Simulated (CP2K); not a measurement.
Al, 1 atom in the cell. It takes space group R-3m (No. 166, trigonal). The conventional cell has a = 2.864 Å, b = 2.864 Å, c = 7.295 Å, α = 90.00°, β = 90.00°, γ = 120.00°. Al (site symmetry -3m) is surrounded by 12 Al at 2.86 to 2.94 Å. The cell isn't the ideal one: strain_c = 0.04.

* Program: CP2K 2026.2
* Task: atomic charges
* Functional: PBE
* Potentials or basis: POTENTIAL_UZH Al GTH-PBE-q3; TZVP-MOLOPT-PBE-GTH basis
* Density cutoff: 6123 eV
* k mesh: 11 × 11 × 11
* Occupations: fermi-dirac, width 0.05 eV
* Spin: no spin polarisation
* SCF solver: diagonalisation with k points
* Quickstep method: GPW
* EPS_DEFAULT: 1.0E-9
* EPS_SCF: 1.0E-6
* MAX_SCF: 100
* SCF_GUESS: ATOMIC
* k points reduced by the point group: yes
* Mesh centred on Gamma: yes
* CHOLESKY: OFF
* EPS_EIGVAL: 1.0E-7
* MIXING METHOD: BROYDEN_MIXING
* MIXING ALPHA: 0.4
* NBUFFER: 8
* NGRIDS: 4
* Basis sets: Al TZVP-MOLOPT-PBE-GTH-q3
* Potentials: Al GTH-PBE-q3 of POTENTIAL_UZH
* ADDED_MOS: [8]
* Hirshfeld SHAPE_FUNCTION: GAUSSIAN
* VORONOI_RADII: UNITY
* REL_CUTOFF (Ry): 60 Ry
* MIXING BETA (1/bohr): 1.5 1/bohr
* CUTOFF of the grids: 450 Ry

Potentials or basis: POTENTIAL_UZH Al GTH-PBE-q3; TZVP-MOLOPT-PBE-GTH basis.

Command:

```bash
$ OMP_NUM_THREADS=1 cp2k.psmp -i al_charges.inp -o al_charges.out
```

Hardware: 1 thread of Arm Neoverse V1, on a shared host.

Estimate the wall time of this run.

It took 41 s on 1 thread of Arm Neoverse V1, with other jobs on the host, peak memory 0.22 GiB. Counts: scf iterations 11, k points 146, basis 17, bands 10, force evaluations 1.
